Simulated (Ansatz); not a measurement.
Ti under changes of volume

One of the cells (17.636 Å³/atom); the others are scaled copies at fixed shape and fractional positions:

```
CELL_PARAMETERS angstrom
2.95000 0.00000 0.00000
-1.47500 2.55477 0.00000
0.00000 0.00000 4.68000
ATOMIC_POSITIONS crystal
Ti 0.66667 0.33333 0.75000
Ti 0.33333 0.66667 0.25000
```

| Quantity | Value |
| --- | --- |
| Program | Ansatz 0.2.0 |
| Functional | HSE06 |
| Potentials or basis | Ansatz PAW |
| Cutoff | 420 eV (not typed: the program's choice for these potentials) |
| k mesh | 6 × 6 × 4 |
| Occupations | fermi-dirac, width 0.05 eV |
| Spin | no spin polarisation |

```csv
volume (Å³/atom),energy over the lowest point (meV/atom),pressure (GPa)
16.577,9.63,5.1
16.930,?,?
17.283,0.00,-0.5
17.636,3.79,-2.9
17.988,12.65,-5.1
18.341,26.14,-7.1
18.694,43.82,-9.0
```

Problem. What does the run at 16.930 Å³/atom give?

Solution. Energy over the lowest point 1.78 meV/atom; pressure 2.2 GPa.

Worked out: A Birch-Murnaghan fit of order 3 (a polynomial in V^(-2/3)) to the other rows has its minimum at 17.21 Å³/atom with B0 = V·E''(V) = 125 GPa and B' = 3.6 at fixed shape and positions, which overstates the stiffness. It gives 1.75 meV/atom at 16.930 Å³/atom, against the run's 1.78, and -dE/dV = 2.1 GPa, against 2.2.

Energies are extrapolated to zero smearing.

Caveats: all runs use coarse meshes; the PAW data sets come from PBE, with cores solved anew for the run's functional, which leaves a small shift of forces and pressure; the thresholds are loose for stress.
